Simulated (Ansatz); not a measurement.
Runs of Ansatz 0.2.0 on H. The structure is tetragonal, space group P4/mmm (No. 123). The conventional cell has a = 2.650 Å, b = 2.650 Å, c = 0.980 Å, α = 90.00°, β = 90.00°, γ = 90.00°. H (site symmetry 4/mmm) is surrounded by 2 H at 0.98 Å. 

| task | level | cell | target pressure (GPa) | gap on the mesh (eV) | pressure (GPa) | relaxed volume (Å³/atom) |
| --- | --- | --- | --- | --- | --- | --- |
| relaxation of cell and atoms | PBE | relaxed to 5 GPa | 5 | none | 5.0 | - |
| relaxation of cell and atoms | PBE | relaxed to 20 GPa | 20 | none | 20.0 | - |
| relaxation of cell and atoms | PBE | relaxed to 10 GPa | 10 | none | 10.0 | - |
| relaxation of cell and atoms | PBE | relaxed to 2 GPa | 2 | - | 2.0 | - |
| relaxation of cell and atoms | PBE | relaxed to 30 GPa | 30 | none | 30.0 | - |
| single point | PBE | as given | - | none | 1.9 | - |
| relaxation of cell and atoms | PBEsol+D4 | relaxed | - | - | 0.0 | 7.83 |
| relaxation of cell and atoms | PBE | relaxed | - | (a) | 0.0 | 11.49 |

Alike in all rows: potentials or basis Ansatz PAW; no spin polarisation; k mesh 10 × 10 × 26; cutoff (eV) 420; smearing fermi-dirac 0.05 eV.

Estimate the missing entries.

(a) 2.29.

Caveats: the plane-wave basis is chosen anew once the cell has moved, so the energies of steps on either side of that aren't comparable (some runs); the volume moved by over 15 % at a fixed basis, so the end points are rough (some runs).

A k mesh can miss the band edges.

A gap of «none» marks a metal or a gap under the smearing width.
